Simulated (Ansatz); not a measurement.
# PtS2: the cost of one run

Method: DFT PBE, scalar-relativistic, plane waves, PAW, in Ansatz 0.2.0.

### 1 The starting structure

Symmetry: P4_2/mmc, No. 131, tetragonal system. Conventional cell: a = 3.882 Å, b = 3.882 Å, c = 8.765 Å, α = 90.00°, β = 90.00°, γ = 90.00°. Pt (site symmetry mmm) has 4 S at 2.15 Å as nearest neighbours. S (site symmetry 2mm) is surrounded by 1 S at 1.86 Å and 2 Pt at 2.15 Å.

Structure file:

```
Pt S
1.0
     3.88155    0.00000    0.00000
     0.00000    3.88155    0.00000
     0.00000    0.00000    8.76455
Pt S
2 4
Direct
  0.50000 0.00000 0.00000
  0.00000 0.50000 0.50000
  0.50000 0.50000 0.89385
  0.50000 0.50000 0.60615
  0.50000 0.50000 0.10615
  0.50000 0.50000 0.39385
```

The cell is invented: random cell by space group and Wyckoff sites (P4_2/mmc, No. 131). Lengths come from tabulated atomic sizes and are only a guess.

### 2 The guess as it stands, on a coarse mesh

The input, input.yaml:

```yaml
crystal:
  lattice:
    - [3.88155119, 0.0, 0.0]
    - [0.0, 3.88155119, 0.0]
    - [0.0, 0.0, 8.76455265]
  atoms:
    - { symbol: Pt, position: [0.5, 0.0, 0.0] }
    - { symbol: Pt, position: [0.0, 0.5, 0.5] }
    - { symbol: S, position: [0.5, 0.5, 0.89384807] }
    - { symbol: S, position: [0.5, 0.5, 0.60615193] }
    - { symbol: S, position: [0.5, 0.5, 0.10615193] }
    - { symbol: S, position: [0.5, 0.5, 0.39384807] }
basis:
  ecutwfc: 420
kpoints:
  mp_grid: { grid: [4, 4, 2] }
hamiltonian:
  xc: pbe
scf:
  occupations: { method: gaussian, width: 0.1 }
  lower_state_search: "off"
output:
  forces: true
  stress: true
  eigenvalues: true
```

Run with:

```
$ ansatz run input.yaml --threads 1 --pin off --max-ram 2560MiB --backend cpu --events-out ev --progress --plain --runs-dir out
```

What time and memory should one allow on 1 thread of Arm Neoverse V2, shared host?

About 3.3 s, with a peak of 0.36 GiB.
